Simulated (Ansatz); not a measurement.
# Au(111) with 4 layers of random Au-Al, 2x2: scattering by chemical disorder

Wanted: resistance against the alloy's length, first Au(111) with 4 layers of random Au-Al, 2x2.

Main program and level: Ansatz 0.2.0; Ansatz plane-wave DFT, PBE, PAW files; ballistic transport by layer matching (Landauer), zero bias; PAW set soft_1.

## (1) The starting structure

The cell holds 40 atoms: 38 Au and 2 Al. Cell: a = 5.768 Å, b = 5.768 Å, c = 23.605 Å, α = 93.5°, β = 86.5°, γ = 120.0°. It derives from Au. Regions: lead, 24 atoms (24 Au); scattering region, 16 atoms (14 Au and 2 Al). The structure is stacked along c, and the current runs across the ab planes.

## (2) With 4 alloy layers

In 4 layers a share of 0.125 of the sites is given to Al at random. The layers about the cell's end stay perfect and serve as the lead. Energies from -0.05 to 0.05 eV in steps of 0.05 eV are too few for the program's thermal sum, so it prints no conductance; for a metal the transmission near the Fermi level serves, at a fraction of the cost.

Input file input.yaml:

```yaml
crystal:
  lattice:
    - [5.7675164607, 0.0, 0.0]
    - [-2.8837582304, 4.9948157718, 0.0]
    - [1.4418791152, -0.8324692953, 23.5457873532]
  atoms:
    - { symbol: Au, position: [0.9916666667, 0.0083333333, 0.05] }
    - { symbol: Au, position: [0.9916666667, 0.5083333333, 0.05] }
    - { symbol: Au, position: [0.4916666667, 0.0083333333, 0.05] }
    - { symbol: Au, position: [0.4916666667, 0.5083333333, 0.05] }
    - { symbol: Au, position: [0.1416666667, 0.3583333333, 0.15] }
    - { symbol: Au, position: [0.1416666667, 0.8583333333, 0.15] }
    - { symbol: Au, position: [0.6416666667, 0.3583333333, 0.15] }
    - { symbol: Au, position: [0.6416666667, 0.8583333333, 0.15] }
    - { symbol: Au, position: [0.2916666667, 0.2083333333, 0.25] }
    - { symbol: Au, position: [0.2916666667, 0.7083333333, 0.25] }
    - { symbol: Au, position: [0.7916666667, 0.2083333333, 0.25] }
    - { symbol: Au, position: [0.7916666667, 0.7083333333, 0.25] }
    - { symbol: Au, position: [0.9416666667, 0.0583333333, 0.35] }
    - { symbol: Au, position: [0.9416666667, 0.5583333333, 0.35] }
    - { symbol: Au, position: [0.4416666667, 0.0583333333, 0.35] }
    - { symbol: Au, position: [0.4416666667, 0.5583333333, 0.35] }
    - { symbol: Au, position: [0.0916666667, 0.4083333333, 0.45] }
    - { symbol: Au, position: [0.0916666667, 0.9083333333, 0.45] }
    - { symbol: Au, position: [0.5916666667, 0.4083333333, 0.45] }
    - { symbol: Au, position: [0.5916666667, 0.9083333333, 0.45] }
    - { symbol: Au, position: [0.2416666667, 0.2583333333, 0.55] }
    - { symbol: Au, position: [0.2416666667, 0.7583333333, 0.55] }
    - { symbol: Au, position: [0.7416666667, 0.2583333333, 0.55] }
    - { symbol: Au, position: [0.7416666667, 0.7583333333, 0.55] }
    - { symbol: Al, position: [0.8916666667, 0.1083333333, 0.65] }
    - { symbol: Au, position: [0.8916666667, 0.6083333333, 0.65] }
    - { symbol: Au, position: [0.3916666667, 0.1083333333, 0.65] }
    - { symbol: Al, position: [0.3916666667, 0.6083333333, 0.65] }
    - { symbol: Au, position: [0.0416666667, 0.4583333333, 0.75] }
    - { symbol: Au, position: [0.0416666667, 0.9583333333, 0.75] }
    - { symbol: Au, position: [0.5416666667, 0.4583333333, 0.75] }
    - { symbol: Au, position: [0.5416666667, 0.9583333333, 0.75] }
    - { symbol: Au, position: [0.1916666667, 0.3083333333, 0.85] }
    - { symbol: Au, position: [0.1916666667, 0.8083333333, 0.85] }
    - { symbol: Au, position: [0.6916666667, 0.3083333333, 0.85] }
    - { symbol: Au, position: [0.6916666667, 0.8083333333, 0.85] }
    - { symbol: Au, position: [0.8416666667, 0.1583333333, 0.95] }
    - { symbol: Au, position: [0.8416666667, 0.6583333333, 0.95] }
    - { symbol: Au, position: [0.3416666667, 0.1583333333, 0.95] }
    - { symbol: Au, position: [0.3416666667, 0.6583333333, 0.95] }
kpoints:
  mp_grid: { grid: [5, 5, 1] }
hamiltonian:
  xc: pbe
  pseudopotentials: { kind: paw, azcp: { folder: soft_1 } }
scf:
  occupations: { method: fermi_dirac, width: 0.1 }
output:
  transmission:
    leads: [[0, 4]]
    kmesh: [10, 10]
    e_range: [-0.05, 0.05]
    de: 0.05
  write_potential: true
  write_density: true
  volumetric_format: npy
```

Run with:

```
$ ansatz run input.yaml --threads 4 --pin off --max-ram 15360MiB --backend cpu --events-out ev --progress --plain --runs-dir out
```

Numbers of over 12 decimals in the logs are rounded to 6 here.

The log of the run:

```text
Engine: ansatz 0.2.0, aarch64-unknown-linux-gnu
Pseudopotentials: kind: paw
Pseudopotential: Au, paw, valence charge 19, recommended cutoff 420 eV (normal), soft_1/Au.paw.azcp
Pseudopotential: Al, paw, valence charge 3, recommended cutoff 420 eV (normal), soft_1/Al.paw.azcp
Functional definition: PBE
  parameter kappa = 0.804
  parameter beta = 0.066725
  exchange = pbe_x(kappa = kappa, mu = beta*pi^2/3)
  correlation = pbe_c(beta = beta)
Crystal: 40 atoms, lattice volume = 678.300 Å³
Basis set: ecut = 420 eV, 13321 PW (Γ)
Bands: 437, of which v1, the nominal top of the filled ones, is band 364 counted from 1 (363 counted from 0)
Symmetry: 8 space group operations
Space group: P2/m (ITA 10), of the structure as read, at distance tolerance 8.8e-5 Å
k-points: 9 of 25
Non-local potential: Au, projectors of the file, l = 0: 3, l = 1: 2, l = 2: 2, l = 3: 1
Non-local potential: Al, projectors of the file, l = 0: 2, l = 1: 2, l = 2: 1
PAW form: soft (Blöchl's): semilocal exchange-correlation on the pseudo side does not see the compensation charge
PAW one-centre angular grid: Au, 590 points (default); XC on 64 Gauss nodes
PAW one-centre angular grid: Al, 110 points (default); XC on 64 Gauss nodes
Initial density: superposition of atomic densities (chi_scale 0.1, normalization cell, long waves of neutral atoms (reshape's long-wave potential 2.30 eV rms, cloud 2.57 Å wide))
Initial wavefunctions: pseudopotential atomic-orbital guess
Functional: x = pbe(κ = 0.804, μ = 0.219515), c = pbe(β = 0.066725)
SCF iter   1: F=—  HF=-500833.762160 eV  |F-HF|=—  |Δ(HF+E_count)|=         —  Δρ=7.23e-2  dr2=6.37e1  ethr=3.10e-3  ⟨swp⟩=4.3  Hψ=11918  notcnv=0  defer=72
preconditioner: auto → Kerker (q_TF=auto, 2.761 Å⁻¹)  [metal: Δε(μ)=0.009 eV  Ē_g=9.696 eV  σ=0.100 eV  W_gap=0.02  n_scr=254 (ndim 8)  ℏωp=29.4 eV  f_vac=0.000  D(μ)=18.43/eV (n_scr^D=122)]
SCF iter   2: F=—  HF=-500823.635334 eV  |F-HF|=—  |Δ(HF+E_count)|=    1.01e1  Δρ=3.24e-2  dr2=1.72e1  ethr=3.10e-3  ⟨swp⟩=2.0  Hψ=6093  notcnv=0  defer=434
SCF iter   3: F=—  HF=-500821.146834 eV  |F-HF|=—  |Δ(HF+E_count)|=    2.49e0  Δρ=7.90e-3  dr2=1.32e0  ethr=2.36e-3  ⟨swp⟩=2.3  Hψ=5448  notcnv=0  defer=434
SCF iter   4: F=—  HF=-500821.138070 eV  |F-HF|=—  |Δ(HF+E_count)|=   8.76e-3  Δρ=1.52e-3  dr2=1.08e-1  ethr=1.81e-4  ⟨swp⟩=1.0  Hψ=4527  notcnv=0  defer=434
SCF iter   5: F=—  HF=-500821.135259 eV  |F-HF|=—  |Δ(HF+E_count)|=   2.81e-3  Δρ=6.28e-4  dr2=1.02e-2  ethr=1.48e-5  ⟨swp⟩=1.7  Hψ=3497  notcnv=0  defer=434
SCF iter   6: F=—  HF=-500821.134905 eV  |F-HF|=—  |Δ(HF+E_count)|=   3.54e-4  Δρ=2.15e-4  dr2=1.25e-3  ethr=1.41e-6  ⟨swp⟩=2.0  Hψ=3690  notcnv=0  defer=434
SCF iter   7: F=—  HF=-500821.134908 eV  |F-HF|=—  |Δ(HF+E_count)|=   2.46e-6  Δρ=5.88e-5  dr2=1.02e-4  ethr=1.72e-7  ⟨swp⟩=2.0  Hψ=4275  notcnv=0  defer=434
SCF iter   8: F=—  HF=-500821.134792 eV  |F-HF|=—  |Δ(HF+E_count)|=   1.16e-4  Δρ=1.86e-5  dr2=7.22e-6  ethr=1.40e-8  ⟨swp⟩=2.0  Hψ=4883  notcnv=0  defer=434
SCF iter   9: F=—  HF=-500821.134160 eV  |F-HF|=—  |Δ(HF+E_count)|=   6.32e-4  Δρ=7.91e-6  dr2=1.92e-6  ethr=9.92e-10  ⟨swp⟩=2.0  Hψ=6514  notcnv=0  defer=435
SCF iter  10: F=—  HF=-500821.134160 eV  |F-HF|=—  |Δ(HF+E_count)|=   8.63e-8  Δρ=2.71e-6  dr2=2.57e-7  ethr=2.63e-10  ⟨swp⟩=2.0  Hψ=6408  notcnv=0  defer=435
SCF iter  11: F=-500821.134160 eV  HF=-500821.134160 eV  |F-HF|=8.61e-9  |Δ(HF+E_count)|=   1.12e-8  Δρ=8.48e-7  dr2=1.09e-8  ethr=1.37e-11  ⟨swp⟩=9.1  Hψ=15003  notcnv=0
SCF 1 converged in 11 iterations: F = -500821.134160 eV  dr2 = 1.09e-8
  greatest PAW one-centre occupation: 1.000 electrons in one spin orbital (limit 2), on the Au atom at site 26 (counted from 0), in its partial waves of l = 0
transmission: 99 of 930 steps passed
transmission: 189 of 930 steps passed
[...]
transmission: 930 of 930 steps passed
SCF converged after 11 iterations
Free energy (F): -500821.134160 eV
Harris-Foulkes:  -500821.134160 eV  (|F-HF|=8.61e-9)
Internal energy: -500820.590008 eV  (E = F + TS)
E sigma→0 (E₀):  -500820.862084 eV
Entropy (-TS):   -0.544151 eV (-13.604 meV/atom)
Fermi energy:    20.125605 eV
--- Per-component energies (eV) ---
  E_band       = -8208.416837
  E_kinetic    = 22021.190296
  E_local      = -77613.147915  (includes V_loc(G=0)·N_el)
  E_nonlocal   = 3739.186663
  E_hartree    = 34354.177800
  E_xc         = -8267.687761
  E_vxc        = -10009.806303  (∫ρ·V_xc dr)
  E_paw        = -370736.294991  (= ΣΔE_a)
  E_vpaw       = -15054.236150  (= ΣTr[D̂ρ^β])
  E_aug_tail   = 0.064726  (compensation charges beyond the density's cutoff)
  E_ewald      = -104318.078826
  E_smearing   = -0.544151  (= −TS)
  E_closure    = -0.000000  (closes the sum)
  Σ components = -500821.134160   (vs F -500821.134160, Δ=0.00e0)
--- Band table (eV; the first three rows and the last of 9) ---
  k-point 0: bands = [... 360 lower, 20.1207, 20.1264, 20.2358, 20.3574, 20.4451, 20.5779, 20.7943, 20.7981, ... 69 higher]
  k-point 1: bands = [... 360 lower, 19.6891, 19.8365, 20.0015, 20.0478, 20.1172, 20.2287, 20.2634, 20.4366, ... 69 higher]
  k-point 2: bands = [... 360 lower, 19.8562, 19.8670, 19.9540, 20.0456, 20.1115, 20.1934, 20.3999, 20.4974, ... 69 higher]
  k-point 8: bands = [... 360 lower, 19.8426, 19.8812, 19.8923, 20.1064, 20.1847, 20.2087, 20.2671, 20.3554, ... 69 higher]
--- Transmission ---
  basis      : 253 plane waves across, 30 finite elements along
  points     : 31, standing for a mesh of 10 x 10
  energies   : 3 from -0.050000 to 0.050000 eV about the Fermi level, 0.050000 eV apart; the leads are filled to 0.000000 eV, and channels, transmission and decay are at 0.000000 eV
  crystal 0  : Au4, at the sites [0, 4], period 2.3546 Å, over 21.19 Å; its Hamiltonian steps by up to 3.2 meV
    offset         : up to 0.0000 Å between an atom of the period and one for which it stands
    channels       : 3.210000e0 a spin
    conductance    : none, the energies end too early or step too widely for 300 K: set another output.transmission.e_range or a lower de, or, where they end at an eighth of basis.ecutwfc, a higher one
  junction   : crystal 0 to crystal 0, 4.01 to 25.20 Å
    transmission   : 2.781683e0 a spin
    conductance    : none, the energies end too early or step too widely for 300 K: set another output.transmission.e_range or a lower de, or, where they end at an eighth of basis.ecutwfc, a higher one
```

Elapsed: 6.3 min, on 4 threads of Arm Neoverse V1, shared host; peak memory 5.3 GiB.

The column dr2 measures how far the density is from self-consistency, as an energy; F and HF (Harris–Foulkes) agree once it is small.

This step gave:

| Quantity | Value |
| --- | --- |
| free energy | -500821.1342 eV |
| energy at zero smearing | -500820.8621 eV |
| Fermi energy | 20.13 eV |
| cell area | 28.81 Å² |
| transmission per spin nearest the Fermi level | 2.782 |
| open channels per spin nearest the Fermi level | 3.21 |
| step of the lead's potential | 3.2 meV |

Per spin. The transmission, zone mean by energy, zero at the Fermi level:

```csv
energy (eV),"transmission, zone mean"
-0.0500,2.79
0.0000,2.78
0.0500,2.78
```

Per spin. The open channels, zone mean, lead stays at 3.21 for energy from -0.05 to 0.05 eV.

Transmission over k1 and k2. At 0.0000 eV from the Fermi level.

Ten even steps from '_' (1.22) to '@' (3.75):
```
++%%++****@@**++++++
++++@@++**@@**++++++
****++%%--%%++--++++
******--++--::++****
@@@@@@%%--__--%%@@@@
******++::--++--****
**++++--++%%--%%++**
++++++++**@@**++@@++
++++++++**@@****++%%
%%++++****@@****++++
```
Columns: k1 (b1) from -0.5 to 0.4; rows upwards: k2 (b2) from -0.5 to 0.4.

Open channels over k1 and k2. At 0.0000 eV from the Fermi level.

Ten even steps from '_' (3.00) to '@' (4.00):
```
__@@______@@________
____@@____@@________
______@@__@@________
____________________
@@@@@@@@______@@@@@@
____________________
__________@@__@@____
__________@@____@@__
__________@@______@@
@@________@@________
```
Columns: k1 (b1) from -0.5 to 0.4; rows upwards: k2 (b2) from -0.5 to 0.4.

Over the solved energies the transmission per spin lies between 2.78 and 2.79, out of 3.21 channels of the lead on average (up to 3.21).

## (3) With 8 alloy layers

In 8 layers a share of 0.125 of the sites is given to Al at random. A fresh draw is used; the growth of the resistance with length is what counts.

System of this step: Au(111) with 8 layers of random Au-Al, 2x2. The cell holds 56 atoms: 52 Au and 4 Al. Cell: a = 5.768 Å, b = 5.768 Å, c = 33.006 Å, α = 87.5°, β = 92.5°, γ = 120.0°. It derives from Au. Regions: lead, 24 atoms (24 Au); scattering region, 32 atoms (28 Au and 4 Al). The structure is stacked along c, and the current runs across the ab planes.

Input file input.yaml:

```yaml
crystal:
  lattice:
    - [5.7675164607, 0.0, 0.0]
    - [-2.8837582304, 4.9948157718, 0.0]
    - [-1.4418791152, 0.8324692953, 32.9641022945]
  atoms:
    - { symbol: Au, position: [0.005952381, 0.994047619, 0.0357142857] }
    - { symbol: Au, position: [0.005952381, 0.494047619, 0.0357142857] }
    - { symbol: Au, position: [0.505952381, 0.994047619, 0.0357142857] }
    - { symbol: Au, position: [0.505952381, 0.494047619, 0.0357142857] }
    - { symbol: Au, position: [0.1845238095, 0.3154761905, 0.1071428571] }
    - { symbol: Au, position: [0.1845238095, 0.8154761905, 0.1071428571] }
    - { symbol: Au, position: [0.6845238095, 0.3154761905, 0.1071428571] }
    - { symbol: Au, position: [0.6845238095, 0.8154761905, 0.1071428571] }
    - { symbol: Au, position: [0.3630952381, 0.1369047619, 0.1785714286] }
    - { symbol: Au, position: [0.3630952381, 0.6369047619, 0.1785714286] }
    - { symbol: Au, position: [0.8630952381, 0.1369047619, 0.1785714286] }
    - { symbol: Au, position: [0.8630952381, 0.6369047619, 0.1785714286] }
    - { symbol: Au, position: [0.0416666667, 0.9583333333, 0.25] }
    - { symbol: Au, position: [0.0416666667, 0.4583333333, 0.25] }
    - { symbol: Al, position: [0.5416666667, 0.9583333333, 0.25] }
    - { symbol: Au, position: [0.5416666667, 0.4583333333, 0.25] }
    - { symbol: Au, position: [0.2202380952, 0.2797619048, 0.3214285714] }
    - { symbol: Au, position: [0.2202380952, 0.7797619048, 0.3214285714] }
    - { symbol: Au, position: [0.7202380952, 0.2797619048, 0.3214285714] }
    - { symbol: Au, position: [0.7202380952, 0.7797619048, 0.3214285714] }
    - { symbol: Au, position: [0.3988095238, 0.1011904762, 0.3928571429] }
    - { symbol: Au, position: [0.3988095238, 0.6011904762, 0.3928571429] }
    - { symbol: Au, position: [0.8988095238, 0.1011904762, 0.3928571429] }
    - { symbol: Au, position: [0.8988095238, 0.6011904762, 0.3928571429] }
    - { symbol: Au, position: [0.0773809524, 0.9226190476, 0.4642857143] }
    - { symbol: Au, position: [0.0773809524, 0.4226190476, 0.4642857143] }
    - { symbol: Au, position: [0.5773809524, 0.9226190476, 0.4642857143] }
    - { symbol: Au, position: [0.5773809524, 0.4226190476, 0.4642857143] }
    - { symbol: Al, position: [0.255952381, 0.244047619, 0.5357142857] }
    - { symbol: Au, position: [0.255952381, 0.744047619, 0.5357142857] }
    - { symbol: Au, position: [0.755952381, 0.244047619, 0.5357142857] }
    - { symbol: Au, position: [0.755952381, 0.744047619, 0.5357142857] }
    - { symbol: Au, position: [0.4345238095, 0.0654761905, 0.6071428571] }
    - { symbol: Au, position: [0.4345238095, 0.5654761905, 0.6071428571] }
    - { symbol: Au, position: [0.9345238095, 0.0654761905, 0.6071428571] }
    - { symbol: Au, position: [0.9345238095, 0.5654761905, 0.6071428571] }
    - { symbol: Au, position: [0.1130952381, 0.8869047619, 0.6785714286] }
    - { symbol: Au, position: [0.1130952381, 0.3869047619, 0.6785714286] }
    - { symbol: Al, position: [0.6130952381, 0.8869047619, 0.6785714286] }
    - { symbol: Au, position: [0.6130952381, 0.3869047619, 0.6785714286] }
    - { symbol: Au, position: [0.2916666667, 0.2083333333, 0.75] }
    - { symbol: Au, position: [0.2916666667, 0.7083333333, 0.75] }
    - { symbol: Au, position: [0.7916666667, 0.2083333333, 0.75] }
    - { symbol: Al, position: [0.7916666667, 0.7083333333, 0.75] }
    - { symbol: Au, position: [0.4702380952, 0.0297619048, 0.8214285714] }
    - { symbol: Au, position: [0.4702380952, 0.5297619048, 0.8214285714] }
    - { symbol: Au, position: [0.9702380952, 0.0297619048, 0.8214285714] }
    - { symbol: Au, position: [0.9702380952, 0.5297619048, 0.8214285714] }
    - { symbol: Au, position: [0.1488095238, 0.8511904762, 0.8928571429] }
    - { symbol: Au, position: [0.1488095238, 0.3511904762, 0.8928571429] }
    - { symbol: Au, position: [0.6488095238, 0.8511904762, 0.8928571429] }
    - { symbol: Au, position: [0.6488095238, 0.3511904762, 0.8928571429] }
    - { symbol: Au, position: [0.3273809524, 0.1726190476, 0.9642857143] }
    - { symbol: Au, position: [0.3273809524, 0.6726190476, 0.9642857143] }
    - { symbol: Au, position: [0.8273809524, 0.1726190476, 0.9642857143] }
    - { symbol: Au, position: [0.8273809524, 0.6726190476, 0.9642857143] }
kpoints:
  mp_grid: { grid: [5, 5, 1] }
hamiltonian:
  xc: pbe
  pseudopotentials: { kind: paw, azcp: { folder: soft_1 } }
scf:
  occupations: { method: fermi_dirac, width: 0.1 }
output:
  transmission:
    leads: [[0, 4]]
    kmesh: [10, 10]
    e_range: [-0.05, 0.05]
    de: 0.05
  write_potential: true
  write_density: true
  volumetric_format: npy
```

The log of the run:

```text
[...]
Crystal: 56 atoms, lattice volume = 949.619 Å³
Basis set: ecut = 420 eV, 18659 PW (Γ)
Bands: 600, of which v1, the nominal top of the filled ones, is band 500 counted from 1 (499 counted from 0)
Symmetry: 2 space group operations
[...]
k-points: 9 of 25 (time reversal used)
[...]
SCF iter   1: F=—  HF=-686032.691734 eV  |F-HF|=—  |Δ(HF+E_count)|=         —  Δρ=7.32e-2  dr2=8.21e1  ethr=3.10e-3  ⟨swp⟩=4.6  Hψ=16188  notcnv=0  defer=185
[...]
SCF iter  13: F=-686014.938774 eV  HF=-686014.938774 eV  |F-HF|=3.10e-8  |Δ(HF+E_count)|=   8.38e-9  Δρ=4.36e-7  dr2=3.20e-8  ethr=1.00e-11  ⟨swp⟩=8.8  Hψ=20135  notcnv=0
SCF 1 converged in 13 iterations: F = -686014.938774 eV  dr2 = 3.20e-8
[...]
transmission: 136 of 1333 steps passed
transmission: 268 of 1333 steps passed
[...]
transmission: 1333 of 1333 steps passed
SCF converged after 13 iterations
Free energy (F): -686014.938774 eV
[...]
Internal energy: -686014.312475 eV  (E = F + TS)
E sigma→0 (E₀):  -686014.625625 eV
Entropy (-TS):   -0.626299 eV (-11.184 meV/atom)
Fermi energy:    19.911116 eV
[...]
--- Band table (eV; the first three rows and the last of 9) ---
  k-point 0: bands = [... 496 lower, 19.8763, 20.0657, 20.0944, 20.1784, 20.1805, 20.2130, 20.2166, 20.2660, ... 96 higher]
  k-point 1: bands = [... 496 lower, 19.4695, 19.6364, 19.6906, 19.7568, 19.8057, 19.8622, 19.8936, 19.9578, ... 96 higher]
  k-point 2: bands = [... 496 lower, 19.6152, 19.7022, 19.7175, 19.8423, 19.8895, 19.9104, 19.9777, 20.1186, ... 96 higher]
  k-point 8: bands = [... 496 lower, 19.6098, 19.6760, 19.6944, 19.7368, 19.9668, 20.0131, 20.0433, 20.1084, ... 96 higher]
--- Transmission ---
  basis      : 253 plane waves across, 43 finite elements along
  points     : 31, standing for a mesh of 10 x 10
[...]
channels       : 3.210000e0 a spin
[...]
junction   : crystal 0 to crystal 0, 0.70 to 31.31 Å
    transmission   : 2.316684e0 a spin
[...]
```

It took 13 min on 4 threads; peak memory 9.5 GiB.

This step gave:

```
free energy                                   : -686014.9388 eV
energy at zero smearing                       : -686014.6256 eV
Fermi energy                                  : 19.91 eV
transmission per spin nearest the Fermi level : 2.317
step of the lead's potential                  : 28.8 meV
```

Per spin. Table of transmission, zone mean by energy, zero at the Fermi level:

```csv
energy (eV),"transmission, zone mean"
-0.0500,2.39
0.0000,2.32
0.0500,2.45
```

Over the solved energies the transmission per spin lies between 2.32 and 2.45, out of 3.21 channels of the lead on average (up to 3.21). The log calls the step of a lead's potential too much.

(Continued in part 2 of 2.)

[Logs are printed without paths, hosts, clocks, repeated set-up lines and the standing remarks that a program may print on its own settings, such as how far it seeks lower states.]

[Hosts, paths, dates, database ids (printed as entryN), source tags and the programs' standing remarks are cut or masked in the printed files.]
